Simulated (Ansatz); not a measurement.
# AgCl: stress in a strained cell

AgCl is deformed so: equal xy, yz and zx engineering shear strains of +2 %. What stress and forces result, by LAPW, PAW and all-electron datasets made for the crystal?

Method: DFT LDA, scalar-relativistic, in Ansatz 0.2.0.

**1. The starting structure**

Symmetry: Fm-3m, No. 225, cubic system. Conventional cell: a = 5.546 Å, b = 5.546 Å, c = 5.546 Å, α = 90.00°, β = 90.00°, γ = 90.00°. Around Ag (site symmetry m-3m) lie 6 Cl at 2.77 Å. Cl (site symmetry m-3m) has 6 Ag at 2.77 Å as nearest neighbours.

Coordinates:

```
Ag Cl
1.0
     0.00000    2.77315    2.77315
     2.77315    0.00000    2.77315
     2.77315    2.77315    0.00000
Ag Cl
1 1
Direct
  0.50000 0.50000 0.50000
  0.00000 0.00000 0.00000
```

Atoms are numbered in the order of the input: Ag1, Cl2.

**2. After the deformation**

Space group Fm-3m before, R-3m after.

**3. LAPW, all electrons**

File input.yaml:

```yaml
crystal:
  lattice:
    - [0.055463, 2.8008815, 2.8008815]
    - [2.8008815, 0.055463, 2.8008815]
    - [2.8008815, 2.8008815, 0.055463]
  atoms:
    - { symbol: Ag, position: [0.5, 0.5, 0.5] }
    - { symbol: Cl, position: [0.0, 0.0, 0.0] }
kpoints:
  mp_grid: { grid: [8, 8, 8] }
  band_path:
    path:
      - [0.0, 0.0, 0.0]
      - [0.5, 0.5, 0.5]
      - [0.2451701269, 0.5, 0.7548298731]
      - [-0.2451701269, 0.2451701269, 0.5]
      - [0.0, 0.0, 0.5]
      - [0.0, 0.0, 0.0]
      - [-0.3725850634, 0.0, 0.3725850634]
      - [0.0, 0.3725850634, 0.6274149366]
      - [0.0, 0.5, 0.5]
    npoints: 5
scf:
  occupations: { method: fermi_dirac, width: 0.02 }
hamiltonian:
  xc: lda
  pseudopotentials: { kind: all_electron, lapw: { basis_error: 0.0005 } }
output:
  forces: true
  stress: true
  eigenvalues: true
```

Command:

```bash
> ansatz run input.yaml --threads 1 --pin off --max-ram 3072MiB --backend cpu --events-out ev --progress --plain --runs-dir out
```

**4. Frozen-core PAW**

File input.yaml:

```yaml
crystal:
  lattice:
    - [0.055463, 2.8008815, 2.8008815]
    - [2.8008815, 0.055463, 2.8008815]
    - [2.8008815, 2.8008815, 0.055463]
  atoms:
    - { symbol: Ag, position: [0.5, 0.5, 0.5] }
    - { symbol: Cl, position: [0.0, 0.0, 0.0] }
kpoints:
  mp_grid: { grid: [8, 8, 8] }
scf:
  occupations: { method: fermi_dirac, width: 0.02 }
hamiltonian:
  xc: lda
  pseudopotentials: { kind: paw }
output:
  forces: true
  stress: true
  eigenvalues: true
  efg: { contact_densities: true }
  write_density: true
  write_potential: true
  elf: true
  volumetric_format: npy
```

**5. All-electron PAW on datasets made for the crystal**

input.yaml: that of step 4 with these lines changed.

```diff
@@ -14,3 +14,3 @@
   xc: lda
-  pseudopotentials: { kind: paw }
+  pseudopotentials: { kind: all_electron, datasets: crystal }
 output:
@@ -20,5 +20 @@
   efg: { contact_densities: true }
-  write_density: true
-  write_potential: true
-  elf: true
-  volumetric_format: npy
```

(Steps that only read results are left out.)

**Question.** What will these runs give? Wanted: pressure; largest shear or deviatoric stress.

The runs gave:

```
                                 quantity                                              value
                                 pressure  LAPW -5.57, PAW -5.58, crystal datasets -5.57 GPa
largest shear or deviatoric stress (LAPW)                                           0.17 GPa
```

**Reading.** The largest part of the stress beyond the pressure is 0.17 GPa in size; the atoms are carried along and not relaxed. No run of the undeformed cell stands beside it, so the pressure holds what the given cell had before the change. PAW: stress within 0.01 GPa of LAPW. Crystal datasets: stress within 0.01 GPa of LAPW.
